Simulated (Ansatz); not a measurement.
A calculation with Ansatz 0.2.0 of ZnCu (native input, structure typed inline):

Contents of input.yaml:

```yaml
crystal:
  lattice:
    - [2.945, 0.0, 0.0]
    - [0.0, 2.945, 0.0]
    - [0.0, 0.0, 2.945]
  atoms:
    - { symbol: Zn, position: [0.49681, 0.499396, 0.507865] }
    - { symbol: Cu, position: [0.019019, 0.993904, 0.027985] }
hamiltonian:
  xc: { exchange: rpw86, correlation: pbe }
  pseudopotentials: { kind: paw, source: ansatz }
  dispersion: d4
kpoints:
  mp_grid: { grid: [7, 7, 7] }
  band_path:
    path:
      - [[0.0, 0.0, 0.0], [0.0, 0.5, 0.0], [0.5, 0.5, 0.0], [0.0, 0.0, 0.0], [0.5, 0.5, 0.5], [0.0, 0.5, 0.0]]
      - [[0.5, 0.5, 0.0], [0.5, 0.5, 0.5]]
    npoints: 14
scf:
  occupations: { method: gaussian, width: 0.01 }
  n_extra_bands: 6
output:
  forces: true
  stress: true
  eigenvalues: true
  fatbands: false
  write_density: true
  write_potential: true
  elf: true
  volumetric_format: npy
```

Potentials or basis: Ansatz PAW earlier set.

Command:

```sh
$ ansatz run input.yaml --threads 2 --pin off --max-ram 5120MiB --backend cpu --events-out ev --progress --plain --runs-dir out
```

The cell isn't the ideal one: atoms moved at random, drawn with an rms of 0.1 Å.

**Question.** Write the same calculation in another form: ASE script, structure from a P1 CIF.

**Answer.** As run:

The input run.py:

```python
import json

import ase.io
import numpy as np

import ansatz as az

atoms = ase.io.read("ZnCu.cif")
atoms.info.pop("occupancy", None)

calculation = (
    az.Crystal.from_ase(atoms)
    .calculation()
    .kpoints(7, 7, 7)
    .functional(exchange="rpw86", correlation="pbe", dispersion="d4")
    .pseudopotentials(kind="paw", source="ansatz")
    .scf(extra_bands=6)
    .occupations(method="gaussian", width=0.01)
    .band_structure(path=(((0.0, 0.0, 0.0), (0.0, 0.5, 0.0), (0.5, 0.5, 0.0), (0.0, 0.0, 0.0), (0.5, 0.5, 0.5),
        (0.0, 0.5, 0.0)), ((0.5, 0.5, 0.0), (0.5, 0.5, 0.5))), intervals=14)
    .forces()
    .stress()
    .band_table(publish=True)
)
outcome = calculation.run(threads=2, events_out="events.jsonl")

report = outcome.report
for line in open("events.jsonl"):
    event = json.loads(line)
    if event["event"] == "scf_iter":
        d = event["data"]
        print(f"SCF {d['iter']:3d}  HF = {d['harris_foulkes_ev']:.6f} eV  dr2 = {d['dr2_ev']:.2e} eV")
    elif event["event"] in ("relax_step", "md_step"):
        d = event["data"]
        print(f"{event['event']} {d['step']:3d}  E = {d['lagrangian_ev']:.6f} eV")
np.set_printoptions(precision=5, suppress=True, linewidth=110)
print("converged:", report["converged"], "after", report["n_iterations"], "iterations")
print(f"free energy {report['free_energy_ev']:.6f} eV, Fermi level {report['fermi_energy_ev']:.4f} eV")
for key in ("band_edges_ev", "magnetization_mub", "site_moments_mub", "site_moments_nc_mub", "forces_ev_ang",
                "stress_gpa"):
    if report.get(key) is not None:
        print(key, np.array(report[key]), sep="\n")
```

ZnCu.cif

```cif
data_ZnCu
_cell_length_a 2.94500000
_cell_length_b 2.94500000
_cell_length_c 2.94500000
_cell_angle_alpha 90.00000000
_cell_angle_beta 90.00000000
_cell_angle_gamma 90.00000000
_space_group_name_H-M_alt 'P1'
_space_group_name_Hall 'P 1'
_space_group_IT_number 1
loop_
_space_group_symop_operation_xyz
'x,y,z'
loop_
_atom_site_label
_atom_site_type_symbol
_atom_site_symmetry_multiplicity
_atom_site_Wyckoff_symbol
_atom_site_fract_x
_atom_site_fract_y
_atom_site_fract_z
_atom_site_occupancy
Zn1 Zn 1 a 0.4968100000 0.4993960000 0.5078650000 1
Cu1 Cu 1 a 0.0190190000 -0.0060960000 0.0279850000 1
```

Potentials or basis: Ansatz PAW earlier set.

Command:

```sh
$ python run.py
```

Both were run:

|  | native input, structure typed inline | ASE script, structure from a P1 CIF |
| --- | --- | --- |
| Pressure | 2.0 GPa | 2.0 GPa |
| Largest force | 0.448 eV/Å | 0.448 eV/Å |
| Band gap on the k mesh | none (metal or under the smearing width) | none (metal or under the smearing width) |

Keys that steer only the numerical path or the files written may differ.

Caveat: the potentials were made for another functional, which shifts forces and pressure; pairwise dispersion overbinds metals, which lowers pressure and volume.
